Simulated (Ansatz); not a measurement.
CuAu under changes of volume

One of the cells (14.556 Å³/atom); the others are scaled copies at fixed shape and fractional positions:

```
CELL_PARAMETERS angstrom
2.81075 0.00000 0.00000
0.00000 2.81075 0.00000
0.00000 0.00000 3.68500
ATOMIC_POSITIONS crystal
Au 0.00000 0.00000 0.00000
Cu 0.50000 0.50000 0.50000
```

- Program: Ansatz 0.2.0
- Functional: PBEsol
- Potentials or basis: Ansatz PAW
- Cutoff: 420 eV (not typed: the program's choice for these potentials)
- k mesh: 9 × 9 × 7
- Occupations: fermi-dirac, width 0.05 eV
- Spin: no spin polarisation

| volume (Å³/atom) | energy over the lowest point (meV/atom) | pressure (GPa) |
| --- | --- | --- |
| 13.683 | 11.17 | 7.2 |
| 13.974 | 1.98 | 3.0 |
| 14.265 | 0.00 | -0.7 |
| 14.556 | 4.34 | -4.0 |
| 14.847 | 14.21 | -6.8 |
| 15.139 | ? | ? |
| 15.430 | 47.83 | -11.4 |

Q: What does the run at 15.139 Å³/atom give?

A: Energy over the lowest point 28.92 meV/atom; pressure -9.3 GPa.

Worked out: A Birch-Murnaghan fit of order 3 (a polynomial in V^(-2/3)) to the other rows has its minimum at 14.20 Å³/atom with B0 = V·E''(V) = 174 GPa and B' = 5.6 at fixed shape and positions, which overstates the stiffness. It gives 28.94 meV/atom at 15.139 Å³/atom, against the run's 28.92, and -dE/dV = -9.3 GPa, against -9.3.

Energies are extrapolated to zero smearing.

Caveats: the PAW data sets come from PBE, with cores solved anew for the run's functional, which leaves a small shift of forces and pressure.
